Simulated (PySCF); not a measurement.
Two species compared at the same levels of theory.

First species: C4H6.
Cartesian coordinates in Å at the GFN2-xTB level; atoms count from 1:
```
atom  x, y, z in Å
C1    -1.1022   -0.2418   -0.2303
C2    -0.1231    0.3117    0.7553
C3     1.0833   -0.3530    0.1731
C4     0.1506    0.4295   -0.6955
H5    -2.0389    0.2859   -0.3627
H6    -1.1904   -1.3181   -0.3342
H7    -0.2360    1.0050    1.5602
H8     2.0532    0.0766    0.3914
H9     1.0967   -1.4343    0.0878
H10    0.3156    1.2431   -1.3678
```

Second species: C3H2N3P.
Geometry (GFN2-xTB, Å), atoms numbered from 1 in this order:
```xyz
9
C3H2N3P angstrom
N      2.318    2.067   -0.826
C      1.444    1.358   -0.598
C      0.376    0.498   -0.332
N      0.413   -0.357    0.726
N     -0.636   -1.124    0.894
C     -1.528   -0.892   -0.030
P     -1.116    0.341   -1.220
H      1.186   -0.430    1.373
H     -2.444   -1.454   -0.012
```

Levels: wB97X-D/def2-SVPD for dipole moment, HOMO energy, LUMO energy, HOMO–LUMO gap, static isotropic polarisability and electronic spatial extent ⟨r²⟩ about the centre of nuclear charge; TDDFT wB97X-D/def2-SVPD for lowest singlet excitation; TDA wB97X-D/def2-SVPD for lowest triplet excitation (Tamm–Dancoff); GFN2-xTB for rotational constant A and rotational constant C. Geometries: GFN2-xTB. Each structure is a single optimised conformer of the isolated species, non-relativistic unless stated. Electronic properties by PySCF.

Values for the first species:

* Dipole moment: 0.61 D
* HOMO energy: -9.02 eV
* LUMO energy: 2.76 eV
* HOMO–LUMO gap: 11.78 eV
* Lowest singlet excitation: 7.49 eV
* Lowest triplet excitation (Tamm–Dancoff): 7.09 eV
* Static isotropic polarisability: 43.0 au
* Electronic spatial extent ⟨r²⟩ about the centre of nuclear charge: 221 bohr²
* Rotational constant A: 17.091 GHz
* Rotational constant C: 8.587 GHz

Question: Estimate the same properties for the second species, and the change in each.

Answer: 
```tsv
property	first	second	second less first
dipole moment	0.61 D	2.78 D	+2.17 D
HOMO energy	-9.02 eV	-9.57 eV	-0.55 eV
LUMO energy	2.76 eV	-0.58 eV	-3.34 eV
HOMO–LUMO gap	11.78 eV	8.99 eV	-2.79 eV
lowest singlet excitation	7.49 eV	5.13 eV	-2.36 eV
lowest triplet excitation (Tamm–Dancoff)	7.09 eV	3.29 eV	-3.80 eV
static isotropic polarisability	43.0 au	76.1 au	+33.1 au
electronic spatial extent ⟨r²⟩ about the centre of nuclear charge	221 bohr²	785 bohr²	+564 bohr²
rotational constant A	17.091 GHz	5.197 GHz	-11.894 GHz
rotational constant C	8.587 GHz	1.381 GHz	-7.206 GHz
```

On the first: The polarisability is 6.38 Å³ as a volume (1 au = 0.148185 Å³), or 1.43 au for each of the 30 electrons. The dipole matches unit charges of opposite sign 0.13 Å apart (1 e·Å = 4.8032 D).

On the second: The dipole equals about 9.3 × 10⁻³⁰ C·m (1 D = 3.33564 × 10⁻³⁰ C·m). A dipole of 2.78 D is allowed in Cs, and pure rotational transitions are dipole-allowed.
